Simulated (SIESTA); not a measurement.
The system is SiC (Moissanite).

```
Si C
1.0
     3.07600    0.00000    0.00000
    -1.53800    2.66389    0.00000
     0.00000    0.00000    5.04800
Si C
2 2
Direct
  0.66667 0.33333 0.50000
  0.33333 0.66667 0.00000
  0.66667 0.33333 0.88500
  0.33333 0.66667 0.38500
```

Base run:

- Program: SIESTA 5.4.2
- Functional: PBE
- Potentials or basis: PseudoDojo 0.4 standard (PBE files)
- Basis: DZP (energy shift 0.002 Ry)
- Grid cutoff: 500 Ry
- Energy shift: 0.002 Ry
- k mesh: 10 × 10 × 5
- Occupations: fermi-dirac, width 0.05 eV
- Spin: no spin polarisation

Its results: band gap on the k mesh 2.45 eV, indirect (least direct gap 4.08 eV); pressure 7.0 GPa; largest force 0.844 eV/Å.

Problem. The run is repeated on the same cell with these changes: functional from PBE to xPBE. What comes out?

Solution. Band gap on the k mesh 2.50 eV, indirect (least direct gap 4.12 eV); pressure 7.6 GPa; largest force 0.844 eV/Å.

Caveats: the mesh misses the band edges, which the band path finds closer together; the basis of atomic orbitals isn't converged, which shifts pressures, moduli and gaps; the potentials were made for another functional, which shifts forces and pressure (some runs).

Not every run made on this cell is shown here.
